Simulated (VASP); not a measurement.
Input of a VASP 6.6.1 run:

INCAR

```
SYSTEM = Au
  ALGO = Normal
  EDIFF = 1E-7
  EDIFFG = -0.005
  ENCUT = 600
  GGA = CA
  IBRION = 2
  ISIF = 3
  ISMEAR = 1
  LASPH = .TRUE.
  LCHARG = .FALSE.
  LREAL = .FALSE.
  LWAVE = .FALSE.
  NELM = 120
  NSW = 40
  PREC = Accurate
  SIGMA = 0.1
```

The input KPOINTS:

```
k-points
0
G
  18 18 18
  0 0 0
```

POSCAR

```
Au
1.0
    0.0000000000      2.0400000000      2.0400000000
    2.0400000000      0.0000000000      2.0400000000
    2.0400000000      2.0400000000      0.0000000000
Au
1
Direct
    0.0000000000      0.0000000000      0.0000000000
```

Potentials or basis: VASP PAW LDA potentials, release 64 (Au).

Command:

```sh
$ cat potpaw_LDA.64/Au/POTCAR > POTCAR
$ mpirun -np 1 vasp_std > vasp.out
```

Predict the relaxed cell.

a = 2.866 Å, b = 2.866 Å, c = 2.866 Å, α = 60.00°, β = 60.00°, γ = 60.00°.

Predict the band gap on the k mesh.

none (metal or under the smearing width).

Final structure:
```cif
data_structure
_symmetry_space_group_name_H-M 'P 1'
_symmetry_Int_Tables_number 1
_cell_length_a 2.8658
_cell_length_b 2.8658
_cell_length_c 2.8658
_cell_angle_alpha 60.000
_cell_angle_beta 60.000
_cell_angle_gamma 60.000
_cell_volume 16.64
loop_
_atom_site_label
_atom_site_type_symbol
_atom_site_fract_x
_atom_site_fract_y
_atom_site_fract_z
_atom_site_occupancy
Au1 Au 0.00000 0.00000 0.00000 1
```

Spin-orbit coupling is left out, which matters for the levels of Au.
